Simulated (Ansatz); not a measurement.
# PbS: states over the whole Brillouin zone

Is PbS a metal, and what do its states look like over the zone? Levels and slopes are computed on a dense mesh; the geometry is as given.

Computed with Ansatz 0.2.0 (DFT PBE, scalar-relativistic, plane waves, PAW; levels and slopes on a dense k mesh at the converged density, unless a step's input says otherwise).

### Step 1. The system as given

It takes space group R3m (No. 160, trigonal). The conventional cell has a = 4.225 Å, b = 4.225 Å, c = 10.356 Å, α = 90.00°, β = 90.00°, γ = 120.00°. Pb (site symmetry 3m) is surrounded by 6 S at 2.96 to 3.02 Å. S (site symmetry 3m) has 6 Pb at 2.96 to 3.02 Å as nearest neighbours.

Structure file:

```xyz
2
Lattice="2.1127 1.2197 3.4519 -2.1127 1.2197 3.4519 0.0000 -2.4395 3.4519" Properties=species:S:1:pos:R:3 pbc="T T T"
Pb    0.0000    0.0000   10.1545
S     0.0000    0.0000    4.9193
```

The structure comes from the Materials Project (structure only) and is not relaxed.

### Step 2. The run

input.yaml reads:

```yaml
crystal:
  lattice:
    - [2.11266171, 1.2197458, 3.45191625]
    - [-2.11266171, 1.2197458, 3.45191625]
    - [0.0, -2.43949161, 3.45191625]
  atoms:
    - { symbol: Pb, position: [0.98056578, 0.98056578, 0.98056578] }
    - { symbol: S, position: [0.47503555, 0.47503555, 0.47503555] }
basis:
  ecutwfc: 420
kpoints:
  mp_grid: { grid: [12, 12, 12] }
hamiltonian:
  xc: pbe
scf:
  occupations: { method: gaussian, width: 0.05 }
output:
  forces: true
  eigenvalues: true
  eigenstates:
    nscf_kmesh: { grid: [18, 18, 18] }
    top_band: c6
    de_dk: true
    localisation: true
  stress: true
checkpoint:
  write: ck
  compress: false
  write_wavefunctions: false
  write_every: 100000
```

Launch:

```sh
$ ansatz run input.yaml --threads 1 --pin off --max-ram 3072MiB --backend cpu --events-out ev --progress --plain --runs-dir out
```

Before running it: what results should come out? Wanted: gap; valence top; conduction bottom.

As calculated:

| quantity | value |
| --- | --- |
| gap | 0.45 eV, direct |
| valence top | three equivalent maxima at L, principal masses 0.13, 0.13 and 0.17 mₑ |
| conduction bottom | three equivalent minima at L, principal masses 0.14, 0.16 and 0.17 mₑ |

**Reading.** The gap is direct, 0.45 eV at this level of theory (semilocal functionals give gaps that are too small). Another valley lies within 0.05 eV of an edge, so the kind of gap can change with the cell or the functional. Spin-orbit coupling is left out; with Pb it can split, shift or remove band edges.
